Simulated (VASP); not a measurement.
# Sn (Fd-3m) in VASP: a series of runs

One crystal, Sn, is run at these levels: PBEsol; tasks: relaxation of cell and atoms.

Program: VASP 6.6.1. These are calculated values, not measurements. Logs are shortened: lines on timing, memory, paths and dates and some standing lists are left out, and cuts for length are marked.

### 1 The crystal as given

The structure is cubic, space group Fd-3m (No. 227). Conventional cell: a = 6.467 Å, b = 6.467 Å, c = 6.467 Å, α = 90.00°, β = 90.00°, γ = 90.00°. Sn (site symmetry -43m) is surrounded by 4 Sn at 2.80 Å.

This isn't the form of Sn at room conditions, which is tetragonal (white tin).

### 2 Relaxation of cell and atoms, PBEsol

Contents of INCAR:

```
PREC = Accurate
ENCUT = 520
EDIFF = 1E-7
ISMEAR = 0
SIGMA = 0.02
LREAL = False
LASPH = True
NELM = 100
ALGO = Normal
ISIF = 3
LWAVE = False
LCHARG = False
GGA = PS
IBRION = 2
NSW = 80
EDIFFG = -0.002
KPAR = 4
```

Contents of KPOINTS:

```
regular mesh
0
Gamma
  8 8 8
```

Contents of POSCAR:

```
Sn
1.0
    0.0000000000      3.2333428000      3.2333428000
    3.2333428000      0.0000000000      3.2333428000
    3.2333428000      3.2333428000      0.0000000000
Sn
2
Direct
    0.0000000000      0.0000000000      0.0000000000
    0.2500000000      0.2500000000      0.2500000000
```

Potentials or basis: VASP PAW PBE potentials, release 64 (Sn_d).

On the command line:

```
cat potpaw_PBE.64/Sn_d/POTCAR > POTCAR
mpirun -np 4 vasp_std > vasp.out
```

OUTCAR:

```text
PREC = Accurate
   ENCUT = 520
   EDIFF = 1E-7
   ISMEAR = 0
   LREAL = False
   LASPH = True
   NELM = 100
   ISIF = 3
   GGA = PS
   IBRION = 2
   NSW = 80
   EDIFFG = -0.002

 ion  position               nearest neighbor table
   1  0.000  0.000  0.000-   2 2.80   2 2.80   2 2.80   2 2.80
   2  0.250  0.250  0.250-   1 2.80   1 2.80   1 2.80   1 2.80

  LATTYP: Found a face centered cubic cell.
 ALAT       =     6.4666856000

  Lattice vectors:

 A1 = (   0.0000000000,   3.2333428000,   3.2333428000)
 A2 = (   3.2333428000,   0.0000000000,   3.2333428000)
 A3 = (   3.2333428000,   3.2333428000,   0.0000000000)

Analysis of symmetry for initial positions (statically):
=====================================================================
 Subroutine PRICEL returns:
 Original cell was already a primitive cell.

 Routine SETGRP: Setting up the symmetry group for a
 face centered cubic supercell.

 Subroutine GETGRP returns: Found 48 space group operations
 (whereof 24 operations were pure point group operations)
 out of a pool of 48 trial point group operations.

The static configuration has the point symmetry T_d .
 The point group associated with its full space group is O_h .

Analysis of symmetry for dynamics (positions and initial velocities):
=====================================================================
 Subroutine PRICEL returns:
 Original cell was already a primitive cell.

 Routine SETGRP: Setting up the symmetry group for a
 face centered cubic supercell.

 Subroutine GETGRP returns: Found 48 space group operations
 (whereof 24 operations were pure point group operations)
 out of a pool of 48 trial point group operations.

The dynamic configuration has the point symmetry T_d .
 The point group associated with its full space group is O_h .

 Subroutine INISYM returns: Found 48 space group operations
 (whereof 24 operations are pure point group operations),
 and found     1 'primitive' translations

----------------------------------------------------------------------------------------

                                     Primitive cell

  volume of cell :      67.6060

  direct lattice vectors                    reciprocal lattice vectors
     0.000000000  3.233342800  3.233342800    -0.154638723  0.154638723  0.154638723
     3.233342800  0.000000000  3.233342800     0.154638723 -0.154638723  0.154638723
     3.233342800  3.233342800  0.000000000     0.154638723  0.154638723 -0.154638723

  length of vectors
     4.572637240  4.572637240  4.572637240     0.267842124  0.267842124  0.267842124

  position of ions in fractional coordinates (direct lattice)
     0.000000000  0.000000000  0.000000000
     0.250000000  0.250000000  0.250000000

  ion indices of the primitive-cell ions
   primitive index   ion index
                 1           1
                 2           2

----------------------------------------------------------------------------------------

 KPOINTS: regular mesh

Automatic generation of k-mesh.
 Grid dimensions read from file:
 generate k-points for:    8    8    8

 Generating k-lattice:

  Cartesian coordinates                     Fractional coordinates (reciprocal lattice)
    -0.019329840  0.019329840  0.019329840     0.125000000  0.000000000  0.000000000
     0.019329840 -0.019329840  0.019329840     0.000000000  0.125000000  0.000000000
     0.019329840  0.019329840 -0.019329840     0.000000000  0.000000000  0.125000000

  Length of vectors
     0.033480266  0.033480266  0.033480266

  Shift w.r.t. Gamma in fractional coordinates (k-lattice)
     0.000000000  0.000000000  0.000000000

 Subroutine IBZKPT returns following result:
 ===========================================

 Found     29 irreducible k-points:

 Following reciprocal coordinates:
            Coordinates               Weight
  0.000000  0.000000  0.000000      1.000000
  0.125000  0.000000  0.000000      8.000000
  0.250000  0.000000  0.000000      8.000000
  0.375000  0.000000  0.000000      8.000000
  0.500000  0.000000  0.000000      4.000000
  0.125000  0.125000  0.000000      6.000000
[... 16 lines left out ...]
  0.500000  0.250000  0.125000     48.000000
 -0.375000  0.250000  0.125000     24.000000
 [... further k-points ...]
   k-points           NKPTS =     29   k-points in BZ     NKDIM =     29   number of bands    NBANDS=     18
   number of dos      NEDOS =    301   number of ions     NIONS =      2
   total plane-waves  NPLWV =  46656
   dimension x,y,z NGX =    36 NGY =   36 NGZ =   36
   dimension x,y,z NGXF=    72 NGYF=   72 NGZF=   72
   ions per type =               2
   NGX,Y,Z   is equivalent  to a cutoff of  13.09, 13.09, 13.09 a.u.
   NGXF,Y,Z  is equivalent  to a cutoff of  26.18, 26.18, 26.18 a.u.
 SYSTEM =  unknown system
   PREC   = accura    normal or accurate (medium, high low for compatibility)
   ISTART =      0    job   : 0-new  1-cont  2-samecut
   ICHARG =      2    charge: 1-file 2-atom 10-const
   ISPIN  =      1    spin polarized calculation?
   LNONCOLLINEAR =      F non collinear calculations
   LSORBIT =      F    spin-orbit coupling
   LASPH  =      T    aspherical Exc in radial PAW
   ENCUT  =  520.0 eV  38.22 Ry    6.18 a.u.   8.50  8.50  8.50*2*pi/ulx,y,z
   NELM   =    100;   NELMIN=  2; NELMDL= -5     # of ELM steps
   EDIFF  = 0.1E-06   stopping-criterion for ELM
   LREAL  =      F    real-space projection
   EDIFFG = -.2E-02   stopping-criterion for IOM
   NSW    =     80    number of steps for IOM
   IBRION =      2    ionic relax: 0-MD 1-quasi-New 2-CG
   NFREE  =      1    steps in history (QN), initial steepest desc. (CG)
   ISIF   =      3    stress and relaxation
   ISYM   =      2    0-nonsym 1-usesym 2-fastsym
   POTIM  = 0.5000    time-step for ionic-motion
   TEBEG  =    0.0;   TEEND  =   0.0 temperature during run
   PSTRESS=    0.0 pullay stress
   NELECT =      28.0000    total number of electrons
   NUPDOWN=      -1.0000    fix difference up-down
   EMIN   =  10.00;   EMAX   =-10.00  energy-range for DOS
   EFERMI =   0.00;   METHOD = LEGACY
   ISMEAR =     0;   SIGMA  =   0.02  broadening in eV -4-tet -1-fermi 0-gaus
   EFERMI_NEDOS =   21; number of points for ismear=-14 and -15
   IALGO  =     38    algorithm
   IMIX   =      4    mixing-type and parameters
     AMIX     =   0.40;   BMIX     =  1.00
     AMIX_MAG =   1.60;   BMIX_MAG =  1.00
  volume/ion in A,a.u.               =      33.80       228.11
  Fermi-wavevector in a.u.,A,eV,Ry     =   1.220298  2.306028 20.260793  1.489126
  Thomas-Fermi vector in A             =   2.355520
   LORBIT       =      0    0 simple, 1 ext, 2 COOP (PROOUT), +10 PAW based schemes
   GGA     = PS    functional components
   LHFCALC =     F    Hartree Fock is set to
   AEXX    =    0.0000 exact exchange contribution
   IVDW    =     0    specifies the selected vdW correction
   LEPSILON=     F    determine dielectric tensor
   LRPA    =     F    only Hartree local field effects (RPA)
 conjugate gradient relaxation of ions
 non-spin polarized calculation
 Gauss-broadening in eV      SIGMA  =   0.02
  energy-cutoff  :      520.00
  volume of cell :       67.61
 maximum number of plane-waves:      1841
 NGX is ok and might be reduce to    36
   NGX = 17   NGY = 17   NGZ = 17

--------------------------------------- Ionic step        1  -------------------------------------------

 number of electron      28.0000008 magnetization

 Free energy of the ion-electron system (eV)
  ---------------------------------------------------
  ext. energy  EPLUGINS =         0.00000000
  ---------------------------------------------------
  free energy    TOTEN  =        -8.44607493 eV

  energy without entropy =       -8.44598678  energy(sigma->0) =       -8.44603086

------------------------ aborting loop because EDIFF is reached ----------------------------------------

  FORCE on cell =-STRESS in cart. coord.  units (eV):
  Direction    XX          YY          ZZ          XY          YZ          ZX
  --------------------------------------------------------------------------------------
  -------------------------------------------------------------------------------------
  Total        0.6082713      0.6082713      0.6082713      0.0000000     -0.0000000     -0.0000000
  in kB       14.4152671     14.4152671     14.4152671      0.0000000     -0.0000000     -0.0000000
  external PRESSURE =      14.4152671 kB  Pullay stress =       0.0000000 kB
[... 57 lines left out ...]
  energy  without entropy=       -8.4541441155  energy(sigma->0) =       -8.45418822

--------------------------------------- Ionic step        3  -------------------------------------------

 number of electron      27.9999987 magnetization

 Free energy of the ion-electron system (eV)
  ---------------------------------------------------
  ext. energy  EPLUGINS =         0.00000000
  ---------------------------------------------------
  free energy    TOTEN  =        -8.45555134 eV

  energy without entropy =       -8.45546318  energy(sigma->0) =       -8.45550726

 E-fermi :   5.1686     XC(G=0):  -8.9721

 val. band max:        5.1686415442   @ k =   0.5000   0.0000   0.0000
 cond. band min:       5.2670047539   @ k =   0.3750   0.0000   0.0000
 fundamental gap:      0.0983632098
 Fermi energy:         5.1686415442

 k-point     1 :       0.0000    0.0000    0.0000
  band No.  band energies     occupation
      1     -16.2868      2.00000
      2     -16.2868      2.00000
      3     -16.2868      2.00000
      4     -16.2294      2.00000
      5     -16.2294      2.00000
      6     -15.9346      2.00000
[... 10 lines left out ...]
     17       7.4177      0.00000
     18       7.4177      0.00000
[... 466 lines left out ...]
      2     -16.3338      2.00000
      3     -16.2168      2.00000
      4     -16.1448      2.00000
      5     -16.1280      2.00000
      6     -16.0521      2.00000
[... 10 lines left out ...]
     17       9.9369      0.00000
     18      10.7383      0.00000

 [... further k-points ...]

------------------------ aborting loop because EDIFF is reached ----------------------------------------

  FORCE on cell =-STRESS in cart. coord.  units (eV):
  Direction    XX          YY          ZZ          XY          YZ          ZX
  --------------------------------------------------------------------------------------
  -------------------------------------------------------------------------------------
  Total       -0.0022576     -0.0022576     -0.0022576      0.0000000      0.0000000      0.0000000
  in kB       -0.0518369     -0.0518369     -0.0518369      0.0000000      0.0000000      0.0000000
  external PRESSURE =      -0.0518369 kB  Pullay stress =       0.0000000 kB
[... 17 lines left out ...]
  FREE ENERGIE OF THE ION-ELECTRON SYSTEM (eV)
  ---------------------------------------------------
  free  energy   TOTEN  =        -8.4555513365 eV

  energy  without entropy=       -8.4554631819  energy(sigma->0) =       -8.45550726

 reached required accuracy - stopping structural energy minimisation
```

Run time: 14 s. Hardware: 4 MPI ranks of Intel Xeon 6975P-C (Granite Rapids), shared host; peak memory 0.22 GiB.

Results:

```
Free energy                            : -8.4556 eV
Relaxed volume                         : 34.89 Å³/atom
Relaxed cell                           : a = 4.621 Å, b = 4.621 Å, c = 4.621 Å, α = 60.00°, β = 60.00°, γ = 60.00°
Space group after relaxing (to 0.05 Å) : Fd-3m (No. 227)
Energy gained by relaxing              : 4.7 meV/atom
Ionic steps                            : 3
Pressure after relaxing                : 0.0 GPa
Band gap on the k mesh                 : none (metal or under the smearing width)
```

The path:
| step | energy change (eV) | largest force (eV/Å) | pressure (GPa) | volume (Å³) |
| --- | --- | --- | --- | --- |
| 1 | 0.0000 | 0.0000 | 1.44 | 67.61 |
| 2 | -0.0082 | 0.0000 | -0.49 | 70.63 |
| 3 | -0.0095 | 0.0000 | -0.01 | 69.78 |

Final structure:
```yaml
crystal:
  lattice:
    - [0.00000, 3.26761, 3.26761]
    - [3.26761, 0.00000, 3.26761]
    - [3.26761, 3.26761, 0.00000]
  atoms:
    - { symbol: Sn, position: [0.00000, 0.00000, 0.00000] }
    - { symbol: Sn, position: [0.25000, 0.25000, 0.25000] }
```

Levels at points of the mesh, in eV from the Fermi level:
| k point | band 11 | band 12 | band 13 | band 14 | band 15 | band 16 | band 17 | band 18 |
| --- | --- | --- | --- | --- | --- | --- | --- | --- |
| (0.00, 0.00, 0.00) | -10.39 | -0.73 | 0.19 | 0.19 | 0.19 | 2.25 | 2.25 | 2.25 |
| (0.50, 0.00, 0.00) | -8.80 | -6.14 | -0.99 | -0.99 | 0.00 | 3.31 | 3.31 | 5.64 |
| (0.50, 0.50, 0.00) | -7.36 | -7.36 | -2.30 | -2.30 | 0.88 | 0.88 | 7.68 | 7.68 |

Caveat: the PAW data sets were made with another functional, which shifts forces and pressure a little. Zero-point motion and thermal expansion aren't in these numbers.

### 3 Relaxation of cell and atoms, PBEsol

This run uses another cell than the first one, of 34.89 Å³/atom, 1.032 times its volume.

INCAR is that of step 2.

KPOINTS is that of step 2.

Contents of POSCAR:

```
Sn                                      
1.0
    0.0000000000      3.2676089727      3.2676089727
    3.2676089727     -0.0000000000      3.2676089727
    3.2676089727      3.2676089727     -0.0000000000
  Sn            
     2
Direct
     0.0000000000000000    0.0000000000000000    0.0000000000000000
     0.2500000000000000    0.2500000000000000    0.2500000000000000
```

Potentials or basis: VASP PAW PBE potentials, release 64 (Sn_d).

On the command line:

```
cat potpaw_PBE.64/Sn_d/POTCAR > POTCAR
mpirun -np 4 vasp_std > vasp.out
```

Wall time 5.7 s (4 MPI ranks of Intel Xeon 6975P-C (Granite Rapids), shared host); peak memory 0.21 GiB.

It converged, with:

- Free energy: -8.4563 eV
- Pressure after relaxing: 0.0 GPa
- Band gap on the k mesh: none (metal or under the smearing width)

Final structure:
```
Sn
1.0
     0.00000    3.26761    3.26761
     3.26761    0.00000    3.26761
     3.26761    3.26761    0.00000
Sn
2
Direct
  0.00000 0.00000 0.00000
  0.25000 0.25000 0.25000
```

Levels at points of the mesh, in eV from the Fermi level:
```
           k point  band 10  band 11  band 12  band 13  band 14  band 15  band 16  band 17  band 18
(0.00, 0.00, 0.00)   -21.10   -10.39    -0.73     0.19     0.19     0.19     2.25     2.25     2.25
(0.50, 0.00, 0.00)   -21.05    -8.80    -6.14    -0.98    -0.98     0.00     3.31     3.31     5.64
(0.50, 0.50, 0.00)   -21.03    -7.36    -7.36    -2.30    -2.30     0.88     0.88     7.68     7.68
```

Caveat: the relaxation stopped at its first step, so nothing moved; the PAW data sets were made with another functional, which shifts forces and pressure a little.
